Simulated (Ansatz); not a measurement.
**GaAs (F-43m): zero-pressure volume and bulk modulus with revPBE + D4**

The task here is to estimate one member of a computed series from the others.

Program: Ansatz 0.2.0. Level of theory: DFT revPBE + D4, scalar-relativistic, plane waves, PAW. These are calculated values, not measurements.

### The system as given

Symmetry: F-43m, No. 216, cubic system. Conventional cell: a = 5.654 Å, b = 5.654 Å, c = 5.654 Å, α = 90.00°, β = 90.00°, γ = 90.00°. Ga (site symmetry -43m) has 4 As at 2.45 Å in its first shell of neighbours. Around As (site symmetry -43m) lie 4 Ga at 2.45 Å.

As a file:

```cif
data_structure
_symmetry_space_group_name_H-M 'P 1'
_symmetry_Int_Tables_number 1
_cell_length_a 3.9978
_cell_length_b 3.9978
_cell_length_c 3.9978
_cell_angle_alpha 60.000
_cell_angle_beta 60.000
_cell_angle_gamma 60.000
_cell_volume 45.18
loop_
_atom_site_label
_atom_site_type_symbol
_atom_site_fract_x
_atom_site_fract_y
_atom_site_fract_z
_atom_site_occupancy
Ga1 Ga 0.00000 0.00000 0.00000 1
As1 As 0.75000 0.75000 0.75000 1
```

An earlier run on this cell at PBE gave 3.27 GPa at 22.590 Å³/atom (8×8×8 mesh), mesh gap 0.52 eV. The cell is compressed at this level.

The first run:

The input, input.yaml:

```yaml
crystal:
  lattice:
    - [0.0, 2.8268505379, 2.8268505379]
    - [2.8268505379, 0.0, 2.8268505379]
    - [2.8268505379, 2.8268505379, 0.0]
  atoms:
    - { symbol: Ga, position: [0.0, 0.0, 0.0] }
    - { symbol: As, position: [0.75, 0.75, 0.75] }
basis:
  ecutwfc: 420
  ecutrho_ratio: 4
kpoints:
  mp_grid: { grid: [8, 8, 8] }
hamiltonian:
  xc: revpbe
  dispersion: d4
scf:
  occupations: { method: gaussian, width: 0.05 }
output:
  forces: true
  stress: true
  eigenvalues: true
```

Command:

```sh
$ ansatz run input.yaml --threads 4 --pin off --max-ram 8192MiB --backend cpu --events-out ev --progress --plain --runs-dir out
```

Steps of the session up to this table: At the given cell; Stepping to 22.495 Å³/atom; Stepping to 22.389 Å³/atom; Volume × 0.98 of the new zero; Volume × 1.02 of the new zero; Volume × 0.96 of the new zero; Volume × 1.04 of the new zero.

One table of the session follows, with a row left open; its other results are not shown here.

It belongs to the step «Energy and pressure against volume». 

| volume (Å³/atom) | energy (meV/atom) | pressure (GPa) |
| --- | --- | --- |
| 21.494 | 8.71 | 3.24 |
| 21.942 | 2.10 | 1.53 |
| 22.389 | 0.00 | 0.00 |
| 22.837 | ? | ? |
| 23.285 | 7.48 | -2.58 |

Q: Estimate the row for volume (Å³/atom) = 22.837 from the others.

Worked estimate for «energy (meV/atom)». A straight line through the neighbours (22.389, 0.00) and (23.285, 7.48) gives 0.00 + (7.48 − 0.00) × (22.837 − 22.389) / (23.285 − 22.389) = 3.74; a parabola fitted to 3 rows on both sides gives 1.79.

**Answer.** energy (meV/atom): 1.94; pressure (GPa): -1.36. In «energy (meV/atom)» the line misses by +1.80 and the parabola by -0.15.
